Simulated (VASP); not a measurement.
Input of a VASP 6.6.1 run:

File INCAR:

```
SYSTEM = WS2
PREC = Accurate ; ENCUT = 520
EDIFF = 1E-7 ; ISMEAR = 0
SIGMA = 0.02 ; LREAL = .FALSE.
LASPH = .TRUE. ; NELM = 60
ALGO = Fast ; ISIF = 3
LWAVE = .FALSE. ; LCHARG = .FALSE.
GGA = PS ; IVDW = 12
IBRION = 2 ; NSW = 80
EDIFFG = -0.002
```

File KPOINTS:

```
Automatic mesh
0
G
  6 6 6
  0 0 0
```

The input POSCAR:

```
WS2
1.0
    1.5790000000      0.9116360800      6.1633333300
   -1.5790000000      0.9116360800      6.1633333300
    0.0000000000     -1.8232721500      6.1633333300
W S
1 2
Direct
    0.0000000000      0.0000000000      0.0000000000
    0.2497000000      0.2497000000      0.2497000000
    0.4190000000      0.4190000000      0.4190000000
```

Potentials or basis: VASP PAW PBE potentials, release 64 (W_sv, S).

Command:

```console
$ cat potpaw_PBE.64/W_sv/POTCAR potpaw_PBE.64/S/POTCAR > POTCAR
$ mpirun -np 1 vasp_std > vasp.out
```

What does it give for the relaxed cell?

a = 6.114 Å, b = 6.114 Å, c = 6.114 Å, α = 29.57°, β = 29.57°, γ = 29.57°.

What does it give for the dispersion energy per atom?

-0.418 eV.

Estimate the relaxed volume.

16.43 Å³/atom.

Final structure:
```yaml
crystal:
  lattice:
    - [1.56040, 0.90090, 5.84227]
    - [-1.56040, 0.90090, 5.84227]
    - [0.00000, -1.80179, 5.84227]
  atoms:
    - { symbol: W, position: [0.00064, 0.00064, 0.00064] }
    - { symbol: S, position: [0.24447, 0.24447, 0.24447] }
    - { symbol: S, position: [0.42359, 0.42359, 0.42359] }
```

Caveat: the PAW data sets were made with another functional, which shifts forces and pressure a little.
